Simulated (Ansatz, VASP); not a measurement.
**One calculation of Li, two programs**

Contents of INCAR:

```
  PREC = Accurate
  ENCUT = 600
  EDIFF = 1E-7
  ISMEAR = 0
  SIGMA = 0.1
  LREAL = False
  LASPH = True
  NELM = 100
  ALGO = Normal
  ISIF = 3
  LWAVE = False
  LCHARG = False
  GGA = PE
  IBRION = 2
  NSW = 100
  EDIFFG = -0.01
```

KPOINTS

```
regular mesh
0
Gamma
  21 21 21
```

File POSCAR:

```
Li
1.0
    2.2958642457      1.3255178403      1.0964841567
   -2.2958642457      1.3255178403      1.0964841567
    0.0000000000     -2.6510356805      1.0964841567
Li
1
Direct
    0.5000000000      0.5000000000      0.5000000000
```

Input for Ansatz:

```yaml
crystal:
  lattice:
    - [2.2958642457, 1.3255178403, 1.0964841567]
    - [-2.2958642457, 1.3255178403, 1.0964841567]
    - [0.0, -2.6510356805, 1.0964841567]
  atoms:
    - { symbol: Li, position: [0.5, 0.5, 0.5] }
basis:
  ecutwfc: 420
kpoints:
  mp_grid: { grid: [21, 21, 21] }
hamiltonian:
  xc: pbe
scf:
  occupations: { method: gaussian, width: 0.1 }
output:
  forces: true
  stress: true
  eigenvalues: true
relax:
  adjacent_minimum: "off"
  f_tol: 0.01
  max_steps: 80
  cell: { stress_tol: 0.05 }
```

Alike in both runs: task relaxation of cell and atoms; functional PBE; k mesh 21 × 21 × 21; occupations gaussian, width 0.1 eV; no spin polarisation.

|  | VASP | Ansatz |
| --- | --- | --- |
| version | VASP 6.6.1 | Ansatz 0.2.0 |
| potentials or method | VASP PAW PBE potentials, release 64 (Li_sv) | scalar-relativistic, plane waves, PAW |
| plane-wave cutoff (eV) | 600 | 420 |
| valence electrons in the cell | 3 | 3 |

```tsv
	VASP	Ansatz	Ansatz less VASP
gap on the k mesh at the Fermi level, each at its own relaxed structure (eV)	none	none	-
relaxed volume (Å³/atom)	20.08	20.28	+0.200
relaxed cell length with the largest relative difference (Å)	2.966	2.975	+0.0097
energy change over the relaxation (meV/atom)	-18	-18	+0.2
```

A gap of «none» marks a metal or a gap that the smearing closes.

Caveats: the cutoff is under 1.25 times the usual one of these potentials, so pressure, stress and relaxed cells hold a basis-set (Pulay) error (VASP).
